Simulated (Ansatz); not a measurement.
# W (Fm-3m) in Ansatz: convergence with xc grid

Aim: find how far xc grid must go before the results for W settle, at PBE. This setting moves, with any that are tied to it; all else stays.

Everything below comes from runs of Ansatz 0.2.0. Logs are shortened: lines on timing, memory, paths and dates and some standing lists are left out, and cuts for length are marked.

**1. The structure**

The structure is cubic, space group Fm-3m (No. 225). The conventional cell has a = 4.060 Å, b = 4.060 Å, c = 4.060 Å, α = 90.00°, β = 90.00°, γ = 90.00°. W (site symmetry m-3m) is surrounded by 12 W at 2.87 Å.

This isn't the form of W at room conditions, which is bcc.

**2. With xc grid 1**

File input.yaml:

```yaml
crystal:
  lattice:
    - [0.0, 2.03, 2.03]
    - [2.03, 0.0, 2.03]
    - [2.03, 2.03, 0.0]
  atoms:
    - { symbol: W, position: [0.0, 0.0, 0.0] }
kpoints:
  mp_grid: { grid: [11, 11, 11] }
scf:
  occupations: { method: fermi_dirac, width: 0.05 }
hamiltonian:
  xc: pbe
  pseudopotentials: { kind: all_electron, lapw: { basis_error: 0.001 } }
output:
  forces: true
  stress: true
  eigenvalues: true
basis:
  xc_grid: 1
```

Potentials or basis: all-electron LAPW, scalar-relativistic.

The run is started by

```
$ ansatz run input.yaml --threads 1 --pin off --max-ram 3072MiB --backend cpu --events-out ev --progress --plain --runs-dir out
```

Run time: 2.8 s. Hardware: 1 thread of AMD EPYC 9R45 (Zen 5), shared host; peak memory 0.32 GiB.

What came out:

```
Free energy            : -439201.7460 eV
Pressure               : -4.7 GPa
Band gap on the k mesh : none (metal or under the smearing width)
```

**3. With xc grid 2**

Changes to input.yaml since step 2:

```diff
@@ -19,2 +19,2 @@
 basis:
-  xc_grid: 1
+  xc_grid: 2
```

Potentials or basis: all-electron LAPW, scalar-relativistic.

The run is started by

```
$ ansatz run input.yaml --threads 1 --pin off --max-ram 3072MiB --backend cpu --events-out ev --progress --plain --runs-dir out
```

Run time: 3 s. Hardware: 1 thread of AMD EPYC 9R45 (Zen 5), shared host; peak memory 0.31 GiB.

What came out:

```
Free energy            : -439201.7460 eV
Pressure               : -4.7 GPa
Band gap on the k mesh : none (metal or under the smearing width)
```

**4. With xc grid 3**

Changes to input.yaml since step 3:

```diff
@@ -19,2 +19,2 @@
 basis:
-  xc_grid: 2
+  xc_grid: 3
```

The run is started by

```
$ ansatz run input.yaml --threads 1 --pin off --max-ram 3072MiB --backend cpu --events-out ev --progress --plain --runs-dir out
```

Run time: 2.9 s. Hardware: 1 thread of AMD EPYC 9R45 (Zen 5), shared host; peak memory 0.31 GiB.

The run converged. Its results:

```yaml
Free_energy: -439201.7460 eV
Pressure: -4.7 GPa
Band_gap_on_the_k_mesh: none (metal or under the smearing width)
```

**5. With xc grid 4**

Changes to input.yaml since step 4:

```diff
@@ -19,2 +19,2 @@
 basis:
-  xc_grid: 3
+  xc_grid: 4
```

Potentials or basis: all-electron LAPW, scalar-relativistic.

The run is started by

```
$ ansatz run input.yaml --threads 1 --pin off --max-ram 3072MiB --backend cpu --events-out ev --progress --plain --runs-dir out
```

Standard output:

```text
Warning: RAYON_NUM_THREADS=1 ignored (pool sized by the plan → 1); use --threads N
LAPW: plane waves up to 8.147 Å⁻¹, error target 1.0e-3 eV per atom; small_component_spin mean_spin; W in spheres of 1.435 Å, 38 of its electrons in bands, Dirac shells [] (how accurate: hamiltonian.pseudopotentials.lapw.basis_error, Limitations)
Engine: ansatz 0.2.0, x86_64-unknown-linux-gnu
Pseudopotentials: kind: all_electron
Pseudopotential: W, LAPW, valence charge 38, lapw/all_electron/scalar/gaussian/W, Koelling and Harmon's equation, gaussian nucleus
Functional definition: PBE
  parameter kappa = 0.804
  parameter beta = 0.06672455060314922
  exchange = pbe_x(kappa = kappa, mu = beta*pi^2/3)
  correlation = pbe_c(beta = beta)
Crystal: 1 atoms, lattice volume = 16.731 Å³
Basis set: ecut = 252.90411960416316 eV, 169 PW (Γ), exchange–correlation at level 4
Bands: 23, of which v1, the nominal top of the filled ones, is band 19 counted from 1 (18 counted from 0)
Symmetry: 48 space group operations
Space group: Fm-3m (ITA 225), of the structure as read, at distance tolerance 2.6e-5 Å
k-points: 56 of 1331
Non-local potential: W, projectors of the file, none
Initial density: superposition of atomic densities (chi_scale 0.1, normalization cell)
Initial wavefunctions: plane waves of lowest kinetic energy (no species holds an atomic orbital)
Functional: x = pbe(κ = 0.804, μ = 0.2195149727645171), c = pbe(β = 0.06672455060314922)
iter 1 solved again at ethr=2.12e-4 eV; its pass at ethr=1.00e-1 eV (dr2=8.05e-2 eV) is discarded
SCF iter   1: F=—  HF=-439201.940817 eV  |F-HF|=—  |Δ(HF+E_count)|=         —  Δρ=3.02e-2  dr2=8.11e-2  ethr=2.12e-4  ⟨swp⟩=2.9  Hψ=8127  notcnv=0
preconditioner: auto → Kerker (q_TF=auto, 3.128 Å⁻¹)  [metal: Δε(μ)=0.053 eV  Ē_g=29.264 eV  σ=0.050 eV  W_gap=0.25  n_scr=14 (ndim 8)  ℏωp=46.3 eV  f_vac=0.000  D(μ)=1.22/eV (n_scr^D=14)]
SCF iter   2: F=—  HF=-439201.762247 eV  |F-HF|=—  |Δ(HF+E_count)|=   1.79e-1  Δρ=1.52e-2  dr2=2.48e-2  ethr=2.12e-4  ⟨swp⟩=2.0  Hψ=4034  notcnv=0
SCF iter   3: F=—  HF=-439201.749528 eV  |F-HF|=—  |Δ(HF+E_count)|=   1.27e-2  Δρ=9.76e-3  dr2=1.15e-2  ethr=6.52e-5  ⟨swp⟩=2.0  Hψ=3824  notcnv=0
SCF iter   4: F=—  HF=-439201.745898 eV  |F-HF|=—  |Δ(HF+E_count)|=         —  Δρ=5.59e-3  dr2=4.30e-3  ethr=3.02e-5  ⟨swp⟩=2.0  Hψ=3824  notcnv=0
the basis was enlarged: its passes take 435.8 KiB over the memory plan, 1 of 1 planned eigensolver slots
iter 5 solved again at ethr=8.92e-7 eV; its pass at ethr=1.13e-5 eV (dr2=3.39e-4 eV) is discarded
SCF iter   5: F=—  HF=-439201.746006 eV  |F-HF|=—  |Δ(HF+E_count)|=   1.08e-4  Δρ=1.42e-3  dr2=3.38e-4  ethr=8.92e-7  ⟨swp⟩=2.0  Hψ=6438  notcnv=0
SCF iter   6: F=—  HF=-439201.746047 eV  |F-HF|=—  |Δ(HF+E_count)|=   4.11e-5  Δρ=3.25e-4  dr2=1.58e-5  ethr=8.90e-7  ⟨swp⟩=2.0  Hψ=3823  notcnv=0
SCF iter   7: F=—  HF=-439201.746047 eV  |F-HF|=—  |Δ(HF+E_count)|=   4.16e-7  Δρ=9.18e-5  dr2=1.48e-6  ethr=4.15e-8  ⟨swp⟩=2.0  Hψ=3823  notcnv=0
SCF iter   8: F=-439201.746046 eV  HF=-439201.746046 eV  |F-HF|=1.57e-8  |Δ(HF+E_count)|=   1.99e-7  Δρ=2.13e-5  dr2=7.11e-8  ethr=3.90e-9  ⟨swp⟩=2.0  Hψ=3823  notcnv=0
SCF 1 converged in 8 iterations: F = -439201.746046 eV  dr2 = 7.11e-8
SCF converged after 8 iterations
Free energy (F): -439201.746046 eV
Harris-Foulkes:  -439201.746046 eV  (|F-HF|=1.57e-8)
Internal energy: -439201.737360 eV  (E = F + TS)
E sigma→0 (E₀):  -439201.741703 eV
Entropy (-TS):   -0.008687 eV (-8.687 meV/atom)
Fermi energy:    27.019874 eV
--- Per-component energies (eV) ---
  E_band       = -2079.517048
  E_kinetic    = 491881.846861
  E_xc         = -8832.589940
  E_electrostatic = -922250.994281  (all electrons and nuclei)
  E_smearing   = -0.008687  (= −TS)
  E_closure    = 0.000000  (closes the sum)
  E_atoms      = -439190.788623  (free atoms, spherical and without spin; not in F)
  Σ components = -439201.746046   (vs F -439201.746046, Δ=0.00e0)
  Basis errors (estimates in eV, not in F): energy 2.3e-4 per atom: plane waves 1.8e-4 (9.3e-5 summed), levels above the bands 8.5e-102, relativity 7.3e-8, radial functions 4.5e-5, core shells 5.9e-7; eigenvalues (radial functions only) 3.6e-6; not estimated: angular momenta, meshes, grids; target (lapw.basis_error) 1.0e-3; muffin-tin radii W 1.435 Å
--- Forces (eV/Å), atoms counted from 1 ---
  atom   1  W     -0.00000000    -0.00000000     0.00000000
  max |Σ_I F_I| component: 3.45e-31 eV/Å
--- Stress (GPa, compression-positive) ---
       -4.732508       0.000000       0.000000
        0.000000      -4.732508       0.000000
        0.000000       0.000000      -4.732508
  P = ⅓ Tr σ = -4.7325 GPa (-47.325 kbar)
--- Band table (eV; the first three rows and the last of 56) ---
  k-point 0: bands = ["-205.6574", "-205.6574", "-205.6339", "-205.6339", "-205.6339", "-46.6148", "-10.3132", "-10.3132", "-10.3132", "-0.8296", "-0.8296", "-0.8296", "-0.8138", "-0.7816", "-0.7816", "-0.7816", "18.1274", "26.4729", "26.4729", "26.4729", "29.5167", "29.5167", "39.7537"]
  k-point 1: bands = ["-205.6574", "-205.6574", "-205.6339", "-205.6339", "-205.6339", "-46.6071", "-10.4041", "-10.3249", "-10.3249", "-0.8301", "-0.8280", "-0.8280", "-0.8116", "-0.7846", "-0.7846", "-0.7815", "18.4785", "26.2142", "26.6322", "26.6322", "29.3804", "29.3804", "40.4363"]
  k-point 2: bands = ["-205.6574", "-205.6574", "-205.6339", "-205.6339", "-205.6339", "-46.5864", "-10.6428", "-10.3561", "-10.3561", "-0.8316", "-0.8240", "-0.8240", "-0.8054", "-0.7922", "-0.7922", "-0.7812", "19.4265", "25.6998", "26.9134", "26.9134", "29.2724", "29.2724", "41.0905"]
  k-point 55: bands = ["-205.6574", "-205.6574", "-205.6339", "-205.6339", "-205.6339", "-46.4858", "-11.0541", "-10.9962", "-10.6940", "-0.8174", "-0.8164", "-0.8147", "-0.8143", "-0.8112", "-0.8071", "-0.7774", "23.3950", "24.5592", "25.4651", "28.4362", "32.3357", "35.9557", "37.5536"]
```

Run time: 2.9 s. Hardware: 1 thread of AMD EPYC 9R45 (Zen 5), shared host; peak memory 0.31 GiB.

What came out:

- Free energy: -439201.7460 eV
- Pressure: -4.7 GPa
- Band gap on the k mesh: none (metal or under the smearing width)

**6. The series at a glance**

```csv
xc grid,"energy less the tightest run, at zero smearing (meV/atom)",SCF cycles,CPU time (s),peak memory (GiB)
1,0.00,8,2.8,0.32
2,0.00,8,3,0.31
3,0.00,8,2.9,0.31
4,0.00,8,2.9,0.31
```

Against the tightest run, the energy stays within 1 meV/atom from 1 on. The tightest run that finished is the yardstick and may itself not be fully converged.
